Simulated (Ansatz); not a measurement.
Eu (Fm-3m); start Eu1↑ Eu2↓.

```yaml
crystal:
  lattice:
    - [0.00000, 2.78930, 2.78930]
    - [-2.78930, 2.78930, 0.00000]
    - [-2.78930, -2.78930, 5.57861]
  atoms:
    - { symbol: Eu, position: [0.00000, 0.00000, 0.00000] }
    - { symbol: Eu, position: [0.00000, 0.50000, 0.50000] }
```

Geometry: a structure from the Materials Project, repeated to hold the magnetic orders; nothing is relaxed.

Settings: PBE, 8×8×8 k mesh, Fermi–Dirac smearing of 0.08 eV. PAW means Ansatz 0.2.0 on its default frozen-core files. Site moments are integrated in spheres about the atoms. Start moments (μB): Eu1 7, Eu2 -7.

Iteration by iteration:

```csv
iteration,Harris–Foulkes energy less the last (meV),density residual (eV),M (μB),∫|m| (μB)
1,1890.472,5.7e-01,-0.0002,13.9388
2,1332.481,1.9e-01,-0.0004,13.9443
3,582.489,1.2e-01,-0.0004,14.0783
4,80.784,6.6e-02,-0.0001,14.3352
5,1.407,3.3e-03,0.0006,14.5056
6,-0.550,1.3e-03,-0.0012,14.4965
7,-1.208,2.6e-04,0.0024,14.5177
8,-1.150,2.1e-05,0.0000,14.5227
9,0.039,3.5e-06,0.0001,14.5340
10,0.007,6.5e-07,0.0001,14.5414
11,0.000,1.8e-07,0.0000,14.5453
12,0.000,3.4e-08,0.0000,14.5462
13,0.000,4.2e-08,0.0000,14.5465
```

Site moments (μB): Eu1 7.04, Eu2 -7.04. Cell moment 0.00 μB.

The program warned that a lower magnetic state may exist. Without U a semilocal functional puts the f levels too near the Fermi level, which can change moments and the order of magnetic states; site and cell moments are spin moments. Spin–orbit coupling is left out although heavy atoms are present. With open f shells a run can end in a state that isn't the lowest. The state reached may lie above the lowest one, so it isn't offered as the ground state. These are results for the start and cell typed. The real compound can order otherwise, in a larger cell, or not at all, since semilocal functionals at zero temperature often overstate magnetism.
